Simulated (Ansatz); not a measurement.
**BN (model cell, started as rocksalt type): following an unstable mode**

Aim: this structure of BN (model cell, started as rocksalt type) is to be tested for unstable modes, and one is followed downhill.

Program: Ansatz 0.2.0. Level of theory: DFT PBEsol, scalar-relativistic, plane waves, PAW; PAW set soft_1. Results are calculated unless marked as measured.

The structure was built from a prototype and need not be the compound's stable phase.

### Step 1. The starting structure

The structure is cubic, space group Fm-3m (No. 225). Conventional cell: a = 3.482 Å, b = 3.482 Å, c = 3.482 Å, α = 90.00°, β = 90.00°, γ = 90.00°. Nearest to B lie 6 N at 1.74 Å. Nearest to N lie 6 B at 1.74 Å. Farther neighbours and most contacts between anions are not listed.

### Step 2. The dispersion

The cell comes from relaxations at this level that are not shown. Stability and thermal properties need the whole zone. Linear response on a 6×6×6 q mesh gives force constants as far as a supercell of that size would, and the tensors from the zone-centre run are typed in so that the long-range dipole term is interpolated apart.

input.yaml reads:

```yaml
crystal:
  lattice:
    - [0.0, 1.7411762025, 1.7411762025]
    - [1.7411762025, 0.0, 1.7411762025]
    - [1.7411762025, 1.7411762025, 0.0]
  atoms:
    - { symbol: B, position: [0.0, 0.0, 0.0] }
    - { symbol: "N", position: [0.5, 0.5, 0.5] }
kpoints:
  mp_grid: { grid: [12, 12, 12] }
hamiltonian:
  xc: pbesol
  pseudopotentials: { kind: paw, azcp: { folder: soft_1 }, xc_functional: pbe }
scf:
  occupations: { method: fixed }
output:
  eigenvalues: true
phonons:
  method: dfpt
  qmesh: [6, 6, 6]
  temperatures: { t_max: 1000, t_step: 50 }
  qpath:
    path:
      - [[0.0, 0.0, 0.0], [0.5, 0.0, 0.5], [0.625, 0.25, 0.625]]
      - [[0.375, 0.375, 0.75], [0.0, 0.0, 0.0], [0.5, 0.5, 0.5], [0.5, 0.25, 0.75], [0.5, 0.0, 0.5]]
    npoints: 10
  non_analytic_term:
    high_frequency_dielectric_tensor: [[8.5652, 0.0, 0.0], [0.0, 8.5652, 0.0], [0.0, 0.0, 8.5652]]
    born_effective_charges:
      - { species: B, tensor: [[3.8412, 0.0, 0.0], [0.0, 3.8412, 0.0], [0.0, 0.0, 3.8412]] }
      - { species: "N", tensor: [[-3.8412, 0.0, 0.0], [0.0, -3.8412, 0.0], [0.0, 0.0, -3.8412]] }
    source: "zone-centre run at this cell"
```

Command:

```console
$ ansatz run input.yaml --threads 4 --pin off --max-ram 10240MiB --backend cpu --events-out ev --progress --plain --runs-dir out
```

Numbers of over 12 decimals in the logs are rounded to 6 here.

Log:

```text
Engine: ansatz 0.2.0, x86_64-unknown-linux-gnu
Pseudopotentials: kind: paw
Pseudopotential: B, paw, valence charge 3, recommended cutoff 420 eV (normal), soft_1/B.paw.azcp
Pseudopotential: N, paw, valence charge 5, recommended cutoff 420 eV (normal), soft_1/N.paw.azcp
Functional definition: PBEsol
  exchange = pbesol_x
  correlation = pbesol_c
Crystal: 2 atoms, lattice volume = 10.557 Å³
Basis set: ecut = 420 eV, 181 PW (Γ), exchange–correlation on 36×36×36 points (8 copies of the dense FFT grid, shifted against one another)
Bands: 8, of which v1, the nominal top of the filled ones, is band 4 counted from 1 (3 counted from 0)
Symmetry: 48 space group operations
k-points: 72 of 1728
Non-local potential: B, projectors of the file, l = 0: 2, l = 1: 2, l = 2: 1
Non-local potential: N, projectors of the file, l = 0: 2, l = 1: 2, l = 2: 1
PAW form: soft (Blöchl's): semilocal exchange-correlation on the pseudo side does not see the compensation charge
PAW frozen core: B, regenerated for the run's functional, and the local potential with it (the file was generated under x = pbe(κ = 0.804, μ = 0.219515), c = pbe(β = 0.066725))
PAW frozen core: N, regenerated for the run's functional, and the local potential with it (the file was generated under x = pbe(κ = 0.804, μ = 0.219515), c = pbe(β = 0.066725))
PAW one-centre angular grid: B, 110 points (default); XC on 64 Gauss nodes
PAW one-centre angular grid: N, 110 points (default); XC on 64 Gauss nodes
Initial density: superposition of atomic densities (chi_scale 0.1, normalization cell, long waves kept (reshape's long-wave potential 0.00 eV rms))
Initial wavefunctions: pseudopotential atomic-orbital guess
Functional: x = pbesol(κ = 0.804, μ = 0.123457), c = pbesol(β = 0.046)
SCF iter   1: F=—  HF=-530.916076 eV  |F-HF|=—  |Δ(HF+E_count)|=         —  Δρ=1.31e-1  dr2=1.53e0  ethr=3.10e-3  ⟨swp⟩=3.7  Hψ=3290  notcnv=0  defer=131
preconditioner: auto → none  [insulator: Δε(μ)=2.543 eV  Ē_g=19.100 eV  n_scr=0 (ndim 8)  ℏωp=32.3 eV  f_vac=0.000  ε∞_Penn≈3.9]
SCF iter   2: F=—  HF=-530.507677 eV  |F-HF|=—  |Δ(HF+E_count)|=   4.08e-1  Δρ=5.52e-2  dr2=1.74e-1  ethr=3.10e-3  ⟨swp⟩=2.1  Hψ=1679  notcnv=0  defer=27
SCF iter   3: F=—  HF=-530.469616 eV  |F-HF|=—  |Δ(HF+E_count)|=   3.81e-2  Δρ=1.96e-2  dr2=1.37e-2  ethr=2.18e-3  ⟨swp⟩=2.6  Hψ=877  notcnv=0  defer=138
SCF iter   4: F=—  HF=-530.473175 eV  |F-HF|=—  |Δ(HF+E_count)|=   3.56e-3  Δρ=1.07e-3  dr2=6.67e-5  ethr=1.71e-4  ⟨swp⟩=2.0  Hψ=736  notcnv=0  defer=140
SCF iter   5: F=—  HF=-530.473181 eV  |F-HF|=—  |Δ(HF+E_count)|=   5.70e-6  Δρ=2.50e-4  dr2=3.20e-6  ethr=8.33e-7  ⟨swp⟩=1.7  Hψ=700  notcnv=0  defer=48
SCF iter   6: F=—  HF=-530.473181 eV  |F-HF|=—  |Δ(HF+E_count)|=   4.35e-8  Δρ=2.70e-5  dr2=4.32e-8  ethr=4.00e-8  ⟨swp⟩=2.1  Hψ=856  notcnv=0  defer=1
SCF iter   7: F=—  HF=-530.473181 eV  |F-HF|=—  |Δ(HF+E_count)|=   1.24e-7  Δρ=1.85e-6  dr2=1.60e-10  ethr=5.40e-10  ⟨swp⟩=1.8  Hψ=702  notcnv=0
SCF iter   8: F=-530.473181 eV  HF=-530.473181 eV  |F-HF|=6.82e-13  |Δ(HF+E_count)|=  2.73e-12  Δρ=2.02e-7  dr2=1.43e-12  ethr=1.00e-12  ⟨swp⟩=5.7  Hψ=2552  notcnv=0
SCF 1 converged in 8 iterations: F = -530.473181 eV  dr2 = 1.43e-12
  greatest PAW one-centre occupation: 0.788 electrons in one spin orbital (limit 2), on the N atom at site 1 (counted from 0), in its partial waves of l = 0
NSCF: frozen V_eff on 72 k-points
NSCF: frozen V_eff on 163 k-points
DFPT response loops at q = (0, 0, 0) (fractional): preconditioner auto → none (the input reference at scf.mixing.eps_inf says where Resta's filter doesn't serve); β = 0.50; Broyden in place of MSR1
NSCF: frozen V_eff on 1872 k-points
DFPT response loops at q = (0, 0, 0.166667) (fractional): mixed as the last ones told, above
NSCF: frozen V_eff on 1872 k-points
DFPT response loops at q = (0, 0, 0.333333) (fractional): mixed as the last ones told, above
NSCF: frozen V_eff on 952 k-points
DFPT response loops at q = (0, 0, -0.5) (fractional): preconditioner auto → Resta (q_TF=auto, 2.605 Å⁻¹)  ε∞=6.8 (no band partly filled); β = 1.00, the filter's whole step (`scf.mixing.beta` (0.50) is not read by the response loops at its default; to damp them type it under 1.00, their step now; it binds the ground state too); Broyden in place of MSR1
NSCF: frozen V_eff on 1020 k-points
DFPT response loops at q = (0, 0.166667, 0.166667) (fractional): preconditioner auto → none (the input reference at scf.mixing.eps_inf says where Resta's filter doesn't serve); β = 0.50; Broyden in place of MSR1
NSCF: frozen V_eff on 3456 k-points
DFPT response loops at q = (0, 0.166667, 0.333333) (fractional): mixed as the last ones told, above
NSCF: frozen V_eff on 3456 k-points
DFPT response loops at q = (0, 0.166667, -0.5) (fractional): mixed as the last ones told, above
NSCF: frozen V_eff on 3456 k-points
DFPT response loops at q = (0, 0.166667, -0.333333) (fractional): mixed as the last ones told, above
NSCF: frozen V_eff on 1872 k-points
DFPT response loops at q = (0, 0.166667, -0.166667) (fractional): mixed as the last ones told, above
NSCF: frozen V_eff on 1020 k-points
DFPT response loops at q = (0, 0.333333, 0.333333) (fractional): mixed as the last ones told, above
NSCF: frozen V_eff on 3456 k-points
DFPT response loops at q = (0, 0.333333, -0.5) (fractional): mixed as the last ones told, above
NSCF: frozen V_eff on 1872 k-points
DFPT response loops at q = (0, 0.333333, -0.333333) (fractional): mixed as the last ones told, above
NSCF: frozen V_eff on 560 k-points
DFPT response loops at q = (0, -0.5, -0.5) (fractional): mixed as the last ones told, above
NSCF: frozen V_eff on 1872 k-points
DFPT response loops at q = (0.166667, 0.333333, -0.5) (fractional): mixed as the last ones told, above
NSCF: frozen V_eff on 3456 k-points
DFPT response loops at q = (0.166667, 0.333333, -0.333333) (fractional): mixed as the last ones told, above
NSCF: frozen V_eff on 1020 k-points
DFPT response loops at q = (0.166667, -0.5, -0.333333) (fractional): mixed as the last ones told, above
SCF converged after 8 iterations
Free energy (F): -530.473181 eV
Harris-Foulkes:  -530.473181 eV  (|F-HF|=6.82e-13)
Internal energy: -530.473181 eV  (E = F + TS)
E sigma→0 (E₀):  -530.473181 eV
Fermi energy:    14.751726 eV
--- Per-component energies (eV) ---
  E_band       = 47.283131
  E_kinetic    = 181.478388
  E_local      = -108.812233  (includes V_loc(G=0)·N_el)
  E_nonlocal   = 42.256398
  E_hartree    = 34.983919
  E_xc         = -92.366878
  E_vxc        = -114.763340  (∫ρ·V_xc dr)
  E_paw        = -198.169731  (= ΣΔE_a)
  E_vpaw       = -22.844823  (= ΣTr[D̂ρ^β])
  E_aug_tail   = 0.000912  (compensation charges beyond the density's cutoff)
  E_ewald      = -389.886764
  E_core_change = 0.042810  (= ΣΔE_core)
  E_smearing   = -0.000000  (= −TS)
  E_closure    = 0.000000  (closes the sum)
  Σ components = -530.473181   (vs F -530.473181, Δ=0.00e0)
--- Band table (eV; the first three rows and the last of 72) ---
  k-point 0: bands = ["-7.9461", "13.8130", "13.8130", "13.8130", "24.1389", "26.8412", "26.8412", "26.8412"]
  k-point 1: bands = ["-7.7487", "12.9671", "13.7961", "13.7961", "24.3449", "26.1661", "26.1661", "26.7163"]
  k-point 2: bands = ["-7.1615", "10.8646", "13.7698", "13.7698", "24.2049", "24.6128", "24.6128", "26.9083"]
  k-point 71: bands = ["0.4063", "5.0465", "5.0465", "7.6743", "21.9492", "22.5741", "29.1623", "29.1623"]
--- Phonons (Γ-DFPT): 2 representative perturbations + reference (Σ response iterations 6) ---
  ASR residual: 5.273e-5 → 0.000e0 eV/Å²; symmetrization residual: 2.945e-7 eV/Å²
  ASR residual per site (eV/Å²): 1.28e-5 5.27e-5
  Γ frequencies (cm⁻¹): -685.64 -685.64 -685.64 0.00 0.00 0.00
--- Phonons (arbitrary-q DFPT): 16 irreducible q on the 6×6×6 mesh ---
  q = [0.0000, 0.0000, 0.0000] (star 1, of the zone-centre solve; hermiticity 5.58e-8, symmetrization 7.58e-15): -685.64 -685.64 -685.64 -0.00 -0.00 -0.00
  q = [0.0000, 0.0000, 0.1667] (star 8, 2 solved perturbations on 936 of 1728 k-point pairs; hermiticity 3.71e-8, symmetrization 1.66e-12): -628.89 -628.89 205.04 205.04 464.62 981.28
  q = [0.0000, 0.0000, 0.3333] (star 8, 2 solved perturbations on 936 of 1728 k-point pairs; hermiticity 4.91e-9, symmetrization 2.05e-12): -474.18 -474.18 263.16 263.16 785.68 1065.87
  q = [0.0000, 0.0000, -0.5000] (star 4, 2 solved perturbations on 476 of 1728 k-point pairs; hermiticity 5.15e-15, symmetrization 2.37e-14): -275.42 -275.42 120.72 120.72 900.47 1092.58
  q = [0.0000, 0.1667, 0.1667] (star 6, 4 solved perturbations in 1608 linear systems a pass and spin channel, the states on 510 of 1728 k-point pairs; hermiticity 1.93e-8, symmetrization 9.99e-13): -634.13 -634.13 340.01 341.83 341.83 921.14
  q = [0.0000, 0.1667, 0.3333] (star 24, 4 solved perturbations in 5328 linear systems a pass and spin channel, the states on 1728 of 1728 k-point pairs; hermiticity 2.37e-8, symmetrization 8.80e-15): -547.80 -471.57 300.30 409.08 643.05 948.63
  q = [0.0000, 0.1667, -0.5000] (star 24, 4 solved perturbations in 5328 linear systems a pass and spin channel, the states on 1728 of 1728 k-point pairs; hermiticity 3.11e-8, symmetrization 2.23e-12): -382.68 -122.53 234.36 350.01 844.79 951.54
  q = [0.0000, 0.1667, -0.3333] (star 24, 4 solved perturbations in 5328 linear systems a pass and spin channel, the states on 1728 of 1728 k-point pairs; hermiticity 3.88e-8, symmetrization 4.74e-12): -440.36 -230.91 -61.24 499.86 800.15 968.33
  q = [0.0000, 0.1667, -0.1667] (star 12, 4 solved perturbations in 2892 linear systems a pass and spin channel, the states on 936 of 1728 k-point pairs; hermiticity 3.36e-8, symmetrization 1.91e-14): -585.92 -496.95 152.21 510.06 572.28 977.95
  q = [0.0000, 0.3333, 0.3333] (star 6, 4 solved perturbations in 1608 linear systems a pass and spin channel, the states on 510 of 1728 k-point pairs; hermiticity 2.67e-8, symmetrization 5.02e-12): -527.43 -527.43 401.65 469.19 469.19 881.32
  q = [0.0000, 0.3333, -0.5000] (star 24, 4 solved perturbations in 5328 linear systems a pass and spin channel, the states on 1728 of 1728 k-point pairs; hermiticity 4.58e-8, symmetrization 3.22e-12): -445.59 -234.19 143.14 455.80 640.25 858.73
  q = [0.0000, 0.3333, -0.3333] (star 12, 4 solved perturbations in 2892 linear systems a pass and spin channel, the states on 936 of 1728 k-point pairs; hermiticity 4.87e-8, symmetrization 7.58e-15): -339.96 -313.14 348.93 532.62 788.32 820.55
  q = [0.0000, -0.5000, -0.5000] (star 3, 4 solved perturbations in 886 linear systems a pass and spin channel, the states on 280 of 1728 k-point pairs; hermiticity 3.69e-8, symmetrization 1.00e-14): -470.03 -470.03 68.41 482.24 482.24 859.90
  q = [0.1667, 0.3333, -0.5000] (star 24, 6 solved perturbations on 936 of 1728 k-point pairs; hermiticity 4.65e-8, symmetrization 1.82e-15): -475.51 -191.40 156.03 598.13 640.94 897.34
  q = [0.1667, 0.3333, -0.3333] (star 24, 4 solved perturbations in 5208 linear systems a pass and spin channel, the states on 1728 of 1728 k-point pairs; hermiticity 4.34e-8, symmetrization 3.22e-12): -314.45 -311.24 386.36 493.26 810.63 811.68
  q = [0.1667, -0.5000, -0.3333] (star 12, 6 solved perturbations on 510 of 1728 k-point pairs; hermiticity 4.85e-8, symmetrization 3.36e-12): -410.15 -241.30 257.60 549.36 668.78 823.40
  sum rule: each row above includes the acoustic sum rule's correction from the zone centre's row sums; it moved no ω² by more than (1.01 cm⁻¹)²
  mesh force constants: q→R imaginary residual 2.24e-16; ASR residual 5.273e-5 → 0.000e0 eV/Å²; symmetrization residual 1.243e-14 eV/Å²
  interpolated dispersion: 63 rows × 6 modes
  density of states and harmonic sums: on the 30×30×30 q-mesh, interpolated from the force constants of a 6×6×6 supercell (with the dipole–dipole term of supplied tensors)
  largest difference from the sums on the solved wave vectors: F 1.36e-2 eV, S 2.23e-5 and C_V 8.50e-6 eV/K
  zero-point energy: 0.141744 eV/cell   skipped modes (ω ≤ 0): 1535, of them read as no rigid motion or as one in doubt: 1532 (2.030e0 modes/cell left out, lowest -685.64 cm⁻¹)   left out of the sums: 3.38e-1 of the cell's modes: C_V's classical limit lies that fraction below 3 k_B per atom; for a crystal, a wire or a layer, F and S can be off by more, and a phonons.interpolated_qmesh denser along its periods is the remedy for the sampling
```

It took 78 s on 4 threads of Intel Xeon Platinum 8375C at 2.90GHz (Ice Lake), shared host; peak memory 0.79 GiB.

This step gave:

```
gap on the k-mesh                                       : 1.282 eV
volume per atom                                         : 5.279 Å³
sum-rule residual before enforcement                    : 5.27e-5 eV/Å²
lowest frequency on the path                            : -685.6 cm⁻¹
point group                                             : m-3m
highest frequency on the path or at a solved wavevector : 1093 cm⁻¹
highest optical mode at the zone centre (no LO-TO term) : -685.6 cm⁻¹
lowest optical zone-centre mode                         : -685.6 cm⁻¹
lowest mode on the q mesh (acoustic modes at Γ apart)   : -685.6 cm⁻¹
```

Frequencies (cm⁻¹) solved at each irreducible wavevector; negative means imaginary. Frequencies by wavevector, by row:

| q in reciprocal lattice units | star | mode 1 | mode 2 | mode 3 | mode 4 | mode 5 | mode 6 |
| --- | --- | --- | --- | --- | --- | --- | --- |
| 0 0 0 | 1 | -685.6 | -685.6 | -685.6 | 0 | 0 | 0 |
| 0 0 0.1667 | 8 | -628.9 | -628.9 | 205 | 205 | 464.6 | 981.3 |
| 0 0 0.3333 | 8 | -474.2 | -474.2 | 263.2 | 263.2 | 785.7 | 1066 |
| 0 0 -0.5 | 4 | -275.4 | -275.4 | 120.7 | 120.7 | 900.5 | 1093 |
| 0 0.1667 0.1667 | 6 | -634.1 | -634.1 | 340 | 341.8 | 341.8 | 921.1 |
| 0 0.1667 0.3333 | 24 | -547.8 | -471.6 | 300.3 | 409.1 | 643 | 948.6 |
| 0 0.1667 -0.5 | 24 | -382.7 | -122.5 | 234.4 | 350 | 844.8 | 951.5 |
| 0 0.1667 -0.3333 | 24 | -440.4 | -230.9 | -61.2 | 499.9 | 800.1 | 968.3 |
| 0 0.1667 -0.1667 | 12 | -585.9 | -496.9 | 152.2 | 510.1 | 572.3 | 978 |
| 0 0.3333 0.3333 | 6 | -527.4 | -527.4 | 401.6 | 469.2 | 469.2 | 881.3 |
| 0 0.3333 -0.5 | 24 | -445.6 | -234.2 | 143.1 | 455.8 | 640.2 | 858.7 |
| 0 0.3333 -0.3333 | 12 | -340 | -313.1 | 348.9 | 532.6 | 788.3 | 820.5 |
| 0 -0.5 -0.5 | 3 | -470 | -470 | 68.4 | 482.2 | 482.2 | 859.9 |
| 0.1667 0.3333 -0.5 | 24 | -475.5 | -191.4 | 156 | 598.1 | 640.9 | 897.3 |
| 0.1667 0.3333 -0.3333 | 24 | -314.4 | -311.2 | 386.4 | 493.3 | 810.6 | 811.7 |
| 0.1667 -0.5 -0.3333 | 12 | -410.1 | -241.3 | 257.6 | 549.4 | 668.8 | 823.4 |

Interpolated from a 6×6×6 q mesh, with the LO-TO term (at Γ the limit along the path; where Γ stands inside the path, tables give the limit on arrival). Phonon branches along the path, in cm⁻¹:

```
    point  branch 1  branch 2  branch 3  branch 4  branch 5  branch 6
        Γ      -686      -686         0         0         0       920
  halfway      -594      -594       416       432       432       904
        X      -470      -470        68       482       482       860
  halfway      -450      -319      -121       467       580       850
        U      -384      -260       373       417       738       821
jump to K      -384      -260       373       417       738       821
  halfway      -568      -440       143       559       606       976
        Γ      -686      -686         0         0         0       920
  halfway      -561      -561       256       256       646      1031
        L      -275      -275       121       121       900      1093
  halfway      -297      -296       356       412       844       884
        W      -339      -339       379       579       768       768
  halfway      -435      -181      -143       524       606       840
        X      -470      -470        68       482       482       860
```

The phonon branches as a text plot (rows in cm⁻¹):

```
   1056 |                                   ********
    981 |                      ******     **        *
    907 |*********          ***      *****      *******
    833 |         **********                  **     ****   *****
    759 |                 ***                *           ***
    685 |                *   **                             *
    611 |              **   *****           *             ** *
    537 |             *    *    **         *            **  ****
    463 |      ***********       ***                   *       **
    389 |    *****        **      **      *          *******
    315 |   *     **     *          *    *          **      *
    241 |  *                *       *      *****   **
    166 |           *           **** *  ***     * **         *
     92 | *          *         *    **  *        *              *
     18 |*            *      **       **
    -56 |                                                      *
   -130 |              **                                     *
   -204 |               **   **                              *
   -278 |                 * *                    ********  ** *
   -352 |              *  **   *               **       ****
   -426 |             ****  *   *             *             *****
   -500 |        ******      *** *           *                 **
   -574 |      **               ****       **
   -649 |******                   *********
         Γ           X  U|K            Γ         L        W     X
```

Symmetry leaves 16 wavevectors to solve. The lowest mode among them, the acoustic zeros apart, lies at Γ and is imaginary, 685.6i cm⁻¹, so the energy falls along it.

### Step 3. The mode frozen in, largest atomic shift 0 Å

The mode followed lies at Γ with frequency 685.6i cm⁻¹ and is 3-fold degenerate, the softest among the wavevectors solved. At small amplitude the distorted cell has space group no. 44 by a symmetry search on the positions. The undistorted cell that holds it gives the zero of energy on the same k mesh.

input.yaml, the sections that differ from step 2:

```yaml
scf:
  occupations: { method: gaussian, width: 0.02 }
output:
  forces: true
  stress: true
  eigenvalues: true
# crystal, kpoints, hamiltonian: as in step 2
# phonons: removed
```

Log:

```text
[...]
Crystal: 2 atoms, lattice volume = 10.557 Å³
Basis set: ecut = 420 eV, 181 PW (Γ), exchange–correlation on 36×36×36 points (8 copies of the dense FFT grid, shifted against one another)
Bands: 8, of which v1, the nominal top of the filled ones, is band 4 counted from 1 (3 counted from 0)
Symmetry: 48 space group operations
[...]
k-points: 72 of 1728
[...]
Free energy (F): -530.473181 eV
[...]
Internal energy: -530.473181 eV  (E = F + TS)
E sigma→0 (E₀):  -530.473181 eV
Fermi energy:    15.392890 eV
[...]
--- Stress (GPa, compression-positive) ---
        0.002024      -0.000000       0.000000
       -0.000000       0.002024       0.000000
        0.000000      -0.000000       0.002024
  P = ⅓ Tr σ = 0.0020 GPa (0.020 kbar)
--- Band table (eV; the first three rows and the last of 72) ---
[...]
[key lines of the parts left out:]
SCF converged after 6 iterations
```

Wall time 0.29 s (4 threads); peak memory 0.3 GiB.

Numbers from this step:

```
pressure                         : 0.002024 GPa
energy from the undistorted cell : 0 meV/atom
```

At this level the gap is 1.28 eV on the k-mesh of the self-consistent run, which can miss the band edges.

[end of part 1 of 3]

[Logs are printed without paths, hosts, clocks, repeated set-up lines and the standing remarks that a program may print on its own settings, such as how far it seeks lower states.]

[Hosts, paths, dates, database ids (printed as entryN), source tags and the programs' standing remarks are cut or masked in the printed files.]
